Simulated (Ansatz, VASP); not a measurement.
# Cross-check of CaO (Lime) between VASP and Ansatz

Wanted: the spread between two codes on one cell, functional and k mesh. The structure shown is the end of the Ansatz relaxation below.

Method: plane waves, with VASP 6.6.1 beside it; single point at LDA, in Ansatz 0.2.0.

## (1) The structure

The structure is trigonal, space group R-3m (No. 166). The conventional cell has a = 3.229 Å, b = 3.229 Å, c = 8.310 Å, α = 90.00°, β = 90.00°, γ = 120.00°. O has 6 Ca at 2.32 Å nearest. Nearest to Ca lie 6 O at 2.32 Å. Farther neighbours and most contacts between anions are not listed.

## (2) Ansatz: relaxation, LDA

Ansatz runs on its PAW soft_1 files.

This run makes the geometry at which the two programs are then compared.

Input file input.yaml:

```yaml
crystal:
  lattice:
    - [0.0671124685, 2.3501826041, 2.3501826041]
    - [2.3501826041, 0.0671124685, 2.3501826041]
    - [2.3501826041, 2.3501826041, 0.0671124685]
  atoms:
    - { symbol: O, position: [0.5, 0.5, 0.5] }
    - { symbol: Ca, position: [0.0, 0.0, 0.0] }
  conventional_axes: [[-1, 1, 0], [0, -1, 1], [1, 1, 1]]
kpoints:
  mp_grid: { grid: [8, 8, 8] }
hamiltonian:
  xc: lda
  pseudopotentials: { kind: paw, azcp: { folder: soft_1 }, xc_functional: pbe }
scf:
  occupations: { method: fixed }
output:
  forces: true
  stress: true
  eigenvalues: true
relax:
  adjacent_minimum: "off"
  f_tol: 0.001
  max_steps: 60
  cell: { stress_tol: 0.01, fix: [a, b, gamma] }
```

Run with:

```sh
$ ansatz run input.yaml --threads 4 --pin off --max-ram 10240MiB --backend cpu --events-out ev --progress --plain --runs-dir out
```

Numbers of over 12 decimals in the logs are rounded to 6 here.

The program printed:

```text
Engine: ansatz 0.2.0, x86_64-unknown-linux-gnu
Pseudopotentials: kind: paw
Pseudopotential: O, paw, valence charge 6, recommended cutoff 420 eV (normal), soft_1/O.paw.azcp
Pseudopotential: Ca, paw, valence charge 10, recommended cutoff 420 eV (normal), soft_1/Ca.paw.azcp
Functional definition: SPW92
  exchange = slater_x
  correlation = pw_c
Crystal: 2 atoms, lattice volume = 24.850 Å³
Basis set: ecut = 420 eV, 495 PW (Γ)
Bands: 12, of which v1, the nominal top of the filled ones, is band 8 counted from 1 (7 counted from 0)
Symmetry: 12 space group operations
Space group: R-3m (ITA 166), of the structure as read, at distance tolerance 2.9e-5 Å
k-points: 65 of 512
Non-local potential: O, projectors of the file, l = 0: 2, l = 1: 2, l = 2: 1
Non-local potential: Ca, projectors of the file, l = 0: 3, l = 1: 2, l = 2: 2
PAW form: soft (Blöchl's): semilocal exchange-correlation on the pseudo side does not see the compensation charge
PAW frozen core: O, regenerated for the run's functional, and the local potential with it (the file was generated under x = pbe(κ = 0.804, μ = 0.219515), c = pbe(β = 0.066725))
PAW frozen core: Ca, regenerated for the run's functional, and the local potential with it (the file was generated under x = pbe(κ = 0.804, μ = 0.219515), c = pbe(β = 0.066725))
PAW one-centre angular grid: O, 110 points (default); XC on 64 Gauss nodes
PAW one-centre angular grid: Ca, 110 points (default); XC on 64 Gauss nodes
Initial density: superposition of atomic densities (chi_scale 0.1, normalization cell, long waves kept (reshape's long-wave potential 0.00 eV rms))
Initial wavefunctions: pseudopotential atomic-orbital guess
Functional: x = slater, c = lda
SCF iter   1: F=—  HF=-2332.254496 eV  |F-HF|=—  |Δ(HF+E_count)|=         —  Δρ=1.07e-1  dr2=2.58e0  ethr=3.10e-3  ⟨swp⟩=4.0  Hψ=4575  notcnv=0  defer=12
preconditioner: auto → none  [insulator: Δε(μ)=1.822 eV  Ē_g=17.888 eV  n_scr=8 (ndim 8)  ℏωp=27.9 eV  f_vac=0.000  ε∞_Penn≈3.4]
SCF iter   2: F=—  HF=-2332.041770 eV  |F-HF|=—  |Δ(HF+E_count)|=   2.13e-1  Δρ=9.22e-2  dr2=1.92e0  ethr=3.10e-3  ⟨swp⟩=3.0  Hψ=2195  notcnv=0  defer=105
SCF iter   3: F=—  HF=-2331.597816 eV  |F-HF|=—  |Δ(HF+E_count)|=   4.44e-1  Δρ=1.60e-2  dr2=5.28e-2  ethr=3.10e-3  ⟨swp⟩=2.7  Hψ=1342  notcnv=0  defer=42
SCF iter   4: F=—  HF=-2331.605174 eV  |F-HF|=—  |Δ(HF+E_count)|=   7.36e-3  Δρ=4.34e-3  dr2=2.73e-3  ethr=3.30e-4  ⟨swp⟩=2.3  Hψ=1370  notcnv=0  defer=124
SCF iter   5: F=—  HF=-2331.606394 eV  |F-HF|=—  |Δ(HF+E_count)|=   1.22e-3  Δρ=5.81e-4  dr2=5.49e-5  ethr=1.71e-5  ⟨swp⟩=2.4  Hψ=1184  notcnv=0  defer=127
SCF iter   6: F=—  HF=-2331.606383 eV  |F-HF|=—  |Δ(HF+E_count)|=   1.09e-5  Δρ=4.43e-5  dr2=1.03e-7  ethr=3.43e-7  ⟨swp⟩=2.0  Hψ=1320  notcnv=0  defer=116
SCF iter   7: F=-2331.606383 eV  HF=-2331.606383 eV  |F-HF|=2.68e-8  |Δ(HF+E_count)|=   3.16e-8  Δρ=1.27e-5  dr2=3.14e-8  ethr=6.25e-10  ⟨swp⟩=6.3  Hψ=4559  notcnv=0
SCF 1 converged in 7 iterations: F = -2331.606383 eV  dr2 = 3.14e-8
  greatest PAW one-centre occupation: 0.996 electrons in one spin orbital (limit 2), on the Ca atom at site 1 (counted from 0), in its partial waves of l = 0
relax step   1: F+E_penalty+E_count = -2331.60638314 eV  Δ(F+E_penalty+E_count) = +0.000e0 eV  max|allowed force component| = 2.524e-29 eV/Å  Δτ_max = 0.0000 Å  P = +6.797 GPa  Ω = 24.850 Å³  fix = [a, b, gamma]  reactions: a +9.290, b +9.290 GPa  (7 SCF iters, dr2 threshold 1.00e-7 eV, accepted)
[...]
relax step   3: F+E_penalty+E_count = -2331.60687030 eV  Δ(F+E_penalty+E_count) = -2.410e-4 eV  max|allowed force component| = 8.677e-30 eV/Å  Δτ_max = 0.0000 Å  P = +5.778 GPa  Ω = 25.003 Å³  energy of the carried Pulay correction = -3.742e-4 eV  fix = [a, b, gamma]  reactions: a +8.668, b +8.668 GPa  (4 SCF iters, dr2 threshold 2.00e-7 eV, accepted)
[...]
relax step   4: F+E_penalty+E_count = -2331.60726697 eV  Δ(F+E_penalty+E_count) = -3.967e-4 eV  max|allowed force component| = 6.574e-30 eV/Å  Δτ_max = 0.0000 Å  P = +5.805 GPa  Ω = 25.003 Å³  fix = [a, b, gamma]  reactions: a +8.685, b +8.685 GPa  stress off target by 4.56e-2 GPa on what of the cell is left free  SCF on the basis re-selected at this cell (its energy is not comparable with the rows above)  (6 SCF iters)
[...]
relax step   5: F+E_penalty+E_count = -2331.60725807 eV  Δ(F+E_penalty+E_count) = +8.905e-6 eV  max|allowed force component| = 8.152e-30 eV/Å  Δτ_max = 0.0000 Å  P = +5.781 GPa  Ω = 25.007 Å³  energy of the carried Pulay correction = -9.459e-6 eV  fix = [a, b, gamma]  reactions: a +8.671, b +8.671 GPa  (3 SCF iters, dr2 threshold 5.20e-9 eV, accepted)
[...]
relax step   6: F+E_penalty+E_count = -2331.60726378 eV  Δ(F+E_penalty+E_count) = -5.716e-6 eV  max|allowed force component| = 7.889e-30 eV/Å  Δτ_max = 0.0000 Å  P = +5.781 GPa  Ω = 25.007 Å³  fix = [a, b, gamma]  reactions: a +8.670, b +8.670 GPa  stress off target by 1.23e-3 GPa on what of the cell is left free  SCF on the basis re-selected at this cell (its energy is not comparable with the rows above)  (6 SCF iters)
basis re-selected at this cell: Δ(F+E_penalty+E_count) = -5.716e-6 eV, ΔP = +0.000 GPa vs the last step (what re-selecting the basis moved, of the pressure what is left beyond the Pulay correction that the steps carried, after the strain that the cell walked since its last selection, with what the two solves' SCF thresholds leave and, on support functions, any second-order correction that the steps lacked; it is no m [...]
SCF converged after 6 iterations
Free energy (F): -2331.607264 eV
Harris-Foulkes:  -2331.607264 eV  (|F-HF|=4.55e-13)
Internal energy: -2331.607264 eV  (E = F + TS)
E sigma→0 (E₀):  -2331.607264 eV
Fermi energy:    8.590741 eV
--- Per-component energies (eV) ---
  E_band       = -82.429374
  E_kinetic    = 426.913667
  E_local      = -837.810686  (includes V_loc(G=0)·N_el)
  E_nonlocal   = 148.173870
  E_hartree    = 275.149202
  E_xc         = -199.461928
  E_vxc        = -252.196830  (∫ρ·V_xc dr)
  E_paw        = -974.850329  (= ΣΔE_a)
  E_vpaw       = -117.808584  (= ΣTr[D̂ρ^β])
  E_aug_tail   = 0.000786  (compensation charges beyond the density's cutoff)
  E_ewald      = -1170.101932
  E_core_change = 0.380088  (= ΣΔE_core)
  E_smearing   = -0.000000  (= −TS)
  E_closure    = 0.000000  (closes the sum)
  Σ components = -2331.607264   (vs F -2331.607264, Δ=0.00e0)
--- Forces (eV/Å), atoms counted from 1 ---
  atom   1  O     -0.00000000     0.00000000     0.00000000
  atom   2  Ca    -0.00000000     0.00000000     0.00000000
  max |Σ_I F_I| component: 1.79e-29 eV/Å
--- Stress (GPa, compression-positive) ---
        5.780644      -2.889706      -2.889706
       -2.889706       5.780644      -2.889706
       -2.889706      -2.889706       5.780644
  P = ⅓ Tr σ = 5.7806 GPa (57.806 kbar)
--- Band table (eV; the first three rows and the last of 65) ---
  k-point 0: bands = [... 4 lower, -6.8856, 8.4132, 8.5907, 8.5907, 13.8626, 14.6334, 15.0366, 15.0366]
  k-point 1: bands = [... 4 lower, -6.5184, 7.9760, 8.1599, 8.3358, 14.4362, 14.9658, 15.0920, 15.3560]
  k-point 2: bands = [... 4 lower, -5.8692, 6.8494, 7.5699, 7.7982, 14.9542, 15.5961, 16.2092, 16.3674]
  k-point 64: bands = [... 4 lower, -5.1157, 5.5737, 7.2759, 7.2759, 15.8149, 17.1838, 17.1838, 17.6846]
--- Relaxed structure (4 steps of the walk, 4 accepted, 2 SCFs on fresh bases) ---
  F+E_penalty+E_count = -2331.60726378 eV   max|allowed force component| = 7.889e-30 eV/Å   (the final SCF, on the basis selected at the relaxed cell)
  cell:  # Å, volume = 25.0069 Å³
    - [0.077140, 2.360211, 2.360211]
    - [2.360211, 0.077140, 2.360211]
    - [2.360211, 2.360211, 0.077140]
  atoms:
    - { symbol: O, position: [0.500000, 0.500000, 0.500000] }
    - { symbol: Ca, position: [0, 0, 0] }
```

Reading the cycles: dr2 is the Hartree energy of the density residual (eV), the measure of convergence; HF is the Harris–Foulkes estimate of the energy, which meets the free energy F at convergence.

## (3) VASP: single point, LDA, pair 1

The same cell, functional (in two slightly different forms) and mesh now go to VASP, with its own data sets.

Lines of VASP's logs that name or quote its potential files are left out, and so is its time.

Input file INCAR:

```
SYSTEM = CaO
PREC = Accurate
ENCUT = 600
EDIFF = 1E-06
NELM = 120
ISMEAR = 0
SIGMA = 0.01
LREAL = .FALSE.
ALGO = Normal
GGA = PW92
NBANDS = 14
LORBIT = 11
LWAVE = .FALSE.
LCHARG = .FALSE.
ISIF = 2
LASPH = .TRUE.
GGA_COMPAT = .FALSE.
EFERMI = MIDGAP
KPAR = 2
```

Input file POSCAR:

```
CaO
1.0
    0.0771404571      2.3602105927      2.3602105927
    2.3602105927      0.0771404571      2.3602105927
    2.3602105927      2.3602105927      0.0771404571
O Ca
1 1
Direct
    0.5000000000      0.5000000000      0.5000000000
    0.0000000000      0.0000000000      0.0000000000
```

Input file KPOINTS:

```
Automatic mesh
0
Gamma
8 8 8
0 0 0
```

PAW data sets: O and Ca_sv (LDA family, release 64).

Run with:

```sh
$ mpirun -np 2 vasp_std
```

The program printed:

```text
[banner, memory and clock lines left out]
running    2 mpi-ranks, on    1 nodes
 distrk:  each k-point on    1 cores,    2 groups
 distr:  one band on    1 cores,    1 groups

 POSCAR found type information on POSCAR O Ca
 POSCAR found :  2 types and       2 ions
|                                                                             |
|               ----> ADVICE to this user running VASP <----                  |
|                                                                             |
|     You enforced a specific xc type in the INCAR file but a different       |
|     [... a line on the potential file left out ...]
|     I HOPE YOU KNOW WHAT YOU ARE DOING!                                     |
|                                                                             |

 LDA part: xc-table for (Slater(with rela. corr.)+PW92), standard interpolation
 POSCAR, INCAR and KPOINTS ok, starting setup
 FFT: planning ... GRIDC
 FFT: planning ... GRID_SOFT
 FFT: planning ... GRID
 WAVECAR not read
 entering main loop
       N       E                     dE             d eps       ncg     rms          rms(c)
DAV:   1     0.136878458887E+03    0.13688E+03   -0.93274E+03  1820   0.132E+03
DAV:   2    -0.959299652582E+01   -0.14647E+03   -0.13606E+03  2248   0.324E+02
DAV:   3    -0.157289924137E+02   -0.61360E+01   -0.60928E+01  2000   0.693E+01
DAV:   4    -0.159248358350E+02   -0.19584E+00   -0.19564E+00  2732   0.107E+01
DAV:   5    -0.159264479032E+02   -0.16121E-02   -0.16119E-02  2056   0.106E+00    0.852E+00
DAV:   6    -0.143024828722E+02    0.16240E+01   -0.53269E+00  1936   0.237E+01    0.352E+00
DAV:   7    -0.142129548676E+02    0.89528E-01   -0.49781E-01  2288   0.758E+00    0.175E+00
DAV:   8    -0.141795617313E+02    0.33393E-01   -0.74230E-02  2290   0.284E+00    0.289E-01
DAV:   9    -0.141789327988E+02    0.62893E-03   -0.62770E-03  2248   0.607E-01    0.104E-01
DAV:  10    -0.141790693320E+02   -0.13653E-03   -0.35424E-04  2104   0.221E-01    0.375E-02
DAV:  11    -0.141790501660E+02    0.19166E-04   -0.49152E-05  2600   0.806E-02    0.750E-03
DAV:  12    -0.141790493518E+02    0.81422E-06   -0.40038E-06  1894   0.239E-02
   1 F= -.14179049E+02 E0= -.14179049E+02  d E =0.000000E+00
```

OUTCAR, selected parts (step 3):

```text
ion  position               nearest neighbor table
   1  0.500  0.500  0.500-   2 2.32   2 2.32   2 2.32   2 2.32   2 2.32   2 2.32
   2  0.000  0.000  0.000-   1 2.32   1 2.32   1 2.32   1 2.32   1 2.32   1 2.32

  LATTYP: Found a trigonal (rhomboedric) cell.
 ALAT       =     3.3387331031
 COS(alpha) =     0.5323993566

 Subroutine GETGRP returns: Found 12 space group operations
 (whereof 12 operations were pure point group operations)

The static configuration has the point symmetry D_3d.

 Found     65 irreducible k-points:

   k-points           NKPTS =     65   k-points in BZ     NKDIM =     65   number of bands    NBANDS=     14

   dimension x,y,z NGX =    28 NGY =   28 NGZ =   28
   dimension x,y,z NGXF=    56 NGYF=   56 NGZF=   56

   ENCUT  =  600.0 eV  44.10 Ry    6.64 a.u.   6.67  6.67  6.67*2*pi/ulx,y,z

   NELECT =      16.0000    total number of electrons

 k-points in reciprocal lattice and weights: Automatic mesh
   0.00000000  0.00000000  0.00000000       0.002
   0.12500000 -0.00000000  0.00000000       0.012
   0.25000000 -0.00000000  0.00000000       0.012
   0.37500000  0.00000000  0.00000000       0.012
   0.50000000 -0.00000000  0.00000000       0.006
   0.12500000  0.12500000  0.00000000       0.012
   0.25000000  0.12500000  0.00000000       0.023
   0.37500000  0.12500000 -0.00000000       0.023
   0.50000000  0.12500000  0.00000000       0.023
[...]
-0.37500000  0.50000000  0.37500000       0.012
   0.50000000  0.50000000  0.50000000       0.002

 average (electrostatic) potential at core
       1 -70.7771       2 -42.7051

 E-fermi :   4.3807

 k-point     1 :       0.0000    0.0000    0.0000
  band No.  band energies     occupation
    ...
      4     -14.9746      2.00000
      5     -12.7529      2.00000
      6       2.5517      2.00000
      7       2.7279      2.00000
      8       2.7279      2.00000
      9       7.9957      0.00000
     10       8.7525      0.00000
     11       9.1535      0.00000
     12       9.1535      0.00000
     13      10.7692      0.00000
    ...

 k-point     2 :       0.1250   -0.0000    0.0000
  band No.  band energies     occupation
    ...
      4     -14.9903      2.00000
      5     -12.3790      2.00000
      6       2.1112      2.00000
      7       2.2948      2.00000
      8       2.4703      2.00000
      9       8.5649      0.00000
     10       9.0866      0.00000
     11       9.2176      0.00000
     12       9.4751      0.00000
     13      11.2132      0.00000
    ...

 k-point     3 :       0.2500   -0.0000    0.0000
  band No.  band energies     occupation
    ...
      4     -15.0277      2.00000
      5     -11.7219      2.00000
      6       0.9800      2.00000
      7       1.6990      2.00000
      8       1.9274      2.00000
      9       9.0802      0.00000
     10       9.7219      0.00000
     11      10.3339      0.00000
     12      10.5019      0.00000
     13      12.2619      0.00000
    ...

  Total        1.0446416      1.0446416      1.0446416     -0.4459176     -0.4459176     -0.4459176
  in kB       66.9296907     66.9296907     66.9296907    -28.5697318    -28.5697318    -28.5697318
  external PRESSURE =      66.9296907 kB  Pullay stress =       0.0000000 kB

  energy-cutoff  :      600.00
  volume of cell :       25.01
      direct lattice vectors                 reciprocal lattice vectors
     0.077140457  2.360210593  2.360210593    -0.222524722  0.215481971  0.215481971
     2.360210593  0.077140457  2.360210593     0.215481971 -0.222524722  0.215481971
     2.360210593  2.360210593  0.077140457     0.215481971  0.215481971 -0.222524722

 POSITION                                       TOTAL-FORCE (eV/Angst)
 -----------------------------------------------------------------------------------
      2.39878      2.39878      2.39878        -0.000000      0.000000     -0.000000
      0.00000      0.00000      0.00000         0.000000     -0.000000      0.000000
 -----------------------------------------------------------------------------------
    total drift:                                0.000000      0.000000      0.000000

  FREE ENERGIE OF THE ION-ELECTRON SYSTEM (eV)
  ---------------------------------------------------
  free  energy   TOTEN  =       -14.1790493518 eV

  energy  without entropy=      -14.1790493518  energy(sigma->0) =      -14.17904935

 total charge
# of ion       s       p       d       tot
------------------------------------------
    1        1.539   3.473   0.000   5.012
    2        2.050   5.894   0.368   8.312
--------------------------------------------------
tot          3.589   9.367   0.368  13.324

[... 3 further parts left out ...]
```

The run ends at a pressure of 6.69 GPa.

## (4) Differences

Known differences besides the potentials themselves: fixed occupations in Ansatz, narrow Gaussian smearing in VASP; the cutoff is 420 eV in Ansatz and 600 eV in VASP; VASP's log shows a relativistic correction to its local exchange, Ansatz's none; Ansatz's pressure holds a Pulay correction, VASP's none. Total energies have different zeros and are not compared.

The two programs side by side:

| quantity | Ansatz | VASP | difference |
| --- | --- | --- | --- |
| pressure (GPa) | 5.78 | 6.69 | -0.91 |
| gap on the k mesh (eV) | 3.333 | 3.306 | +0.027 |

A gap on the mesh is an upper bound, since the band edges may lie between its points.

## (5) Ansatz: relaxation, LDA

This run makes the geometry at which the two programs are then compared. The cell compared in this pair holds 24.92 Å³, against 25.01 Å³ for the pair before.

The structure compared here is the end of the Ansatz relaxation.

input.yaml, the sections that differ from step 2:

```yaml
crystal:
  lattice:
    - [0.0, 2.2830701356, 2.377382934]
    - [2.2830701356, 0.0, 2.377382934]
    - [2.2830701356, 2.2830701356, 0.0]
  atoms:
    - { symbol: O, position: [0.5, 0.5, 0.5] }
    - { symbol: Ca, position: [0.0, 0.0, 0.0] }
  conventional_axes: [[-1, 1, 1], [1, -1, 1], [1, 1, -1]]
# kpoints, hamiltonian, scf, output, relax: as in step 2
```

Run with:

```sh
$ ansatz run input.yaml --threads 4 --pin off --max-ram 10240MiB --backend cpu --events-out ev --progress --plain --runs-dir out
```

The program printed:

```text
[...]
Crystal: 2 atoms, lattice volume = 24.784 Å³
Basis set: ecut = 420 eV, 491 PW (Γ)
Bands: 12, of which v1, the nominal top of the filled ones, is band 8 counted from 1 (7 counted from 0)
Symmetry: 16 space group operations
[...]
k-points: 59 of 512
[...]
k-point 58: bands = [... 4 lower, -6.6343, 7.1244, 8.3161, 8.3161, 12.0772, 17.4077, 18.0793, 18.8260]
--- Relaxed structure (5 steps of the walk, 5 accepted, 2 SCFs on fresh bases) ---
[...]
cell:  # Å, volume = 24.9152 Å³
    - [0.0, 2.2830701356, 2.389992]
    - [2.2830701356, 0.0, 2.389992]
    - [2.2830701356, 2.2830701356, 0.0]
  atoms:
    - { symbol: O, position: [0.5, 0.5, 0.5] }
    - { symbol: Ca, position: [0, 0, 0] }
[key lines of the parts left out:]
SCF converged after 5 iterations
Free energy (F): -2331.599230 eV
Fermi energy:    8.618534 eV
P = ⅓ Tr σ = 7.1897 GPa (71.897 kbar)
```

(Continued in part 2 of 2.)

[Lines on the potential files, build, host, timing and source positions are cut from VASP's logs without a mark.]

[Logs are printed without paths, hosts, clocks, repeated set-up lines and the standing remarks that a program may print on its own settings, such as how far it seeks lower states.]

[Hosts, paths, dates, database ids (printed as entryN), source tags and the programs' standing remarks are cut or masked in the printed files.]
